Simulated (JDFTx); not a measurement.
**SiC and the effect of the functional**

```yaml
crystal:
  lattice:
    - [3.07600, 0.00000, 0.00000]
    - [-1.53800, 2.66389, 0.00000]
    - [0.00000, 0.00000, 5.04800]
  atoms:
    - { symbol: Si, position: [0.66667, 0.33333, 0.50000] }
    - { symbol: Si, position: [0.33333, 0.66667, 0.00000] }
    - { symbol: C, position: [0.66667, 0.33333, 0.88500] }
    - { symbol: C, position: [0.33333, 0.66667, 0.38500] }
```

Kept alike: task band structure; k mesh 5 × 5 × 2; occupations fermi-dirac, width 0.05 eV; no spin polarisation. Program: JDFTx, SG15-PBE-1.2 with smoothed tails, cutoff 1361 eV. The mesh is that of the run's cell of 4 atoms. No spin-orbit coupling.

| functional | band gap (eV) |
| --- | --- |
| LDA | 2.125 |
| PBEsol | 2.152 |
| r2SCAN | 2.712 |

The k mesh is coarse, so the values aren't converged. Gaps are the smaller of the mesh's and the band path's. All rows use potentials made for PBE.

Question: What does the functional change here?

Answer: The band gap runs from 2.125 (LDA) to 2.712 eV (r2SCAN).
